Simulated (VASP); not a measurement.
Write the native input for VASP 6.6.1 that does the following.

```
Task                   : single point
Functional             : PBE
Potentials or basis    : VASP PAW PBE potentials, release 64 (Cu)
Cutoff                 : 520 eV
k mesh                 : 24 × 24 × 24
Occupations            : gaussian, width 0.15 eV
Spin                   : no spin polarisation
Dipole correction      : no
Further INCAR settings : ALGO = Fast; EDIFF = 1e-07; NBANDS = 12
```

The structure of Cu lies in POSCAR:

```
Cu
1.0
   -1.4427933200      1.4427933200      1.3760814500
    1.4427933200     -1.4427933200      1.3760814500
    1.4427933200      1.4427933200     -1.3760814500
Cu
1
Direct
    0.0000000000      0.0000000000      0.0000000000
```

This isn't the form of Cu at room conditions, which is fcc.

One way to write it, as run:

INCAR

```
SYSTEM = Cu
PREC     = Accurate       ! precision mode
ENCUT    = 520            ! plane-wave cutoff, eV
EDIFF    = 1E-7           ! SCF threshold, eV
ISMEAR   = 0              ! smearing method
SIGMA    = 0.15           ! smearing width, eV
LREAL    = .False.        ! projectors in reciprocal space
LASPH    = .True.         ! aspherical terms in the spheres
NELM     = 100            ! most SCF steps
ALGO     = Fast           ! electronic algorithm
ISIF     = 2              ! what is computed and relaxed
LWAVE    = .False.        ! write WAVECAR
LCHARG   = .False.        ! write CHGCAR
GGA      = PE             ! functional
NBANDS   = 12             ! bands
```

KPOINTS

```
Automatic mesh
0
Gamma
  24 24 24
  0 0 0
```

Potentials or basis: VASP PAW PBE potentials, release 64 (Cu).

Launch:

```bash
$ cat potpaw_PBE.64/Cu/POTCAR > POTCAR
$ mpirun -np 1 vasp_std > vasp.out
```

It gave:

```json
{"Pressure": "7.8 GPa", "Band gap on the k mesh": "none (metal or under the smearing width)"}
```

Wall time 2.1 min on 1 thread of Intel(R) Xeon(R) Platinum 8259CL CPU @ 2.50GHz (Skylake/Cascade Lake), with other jobs on the host, peak memory 0.24 GiB.
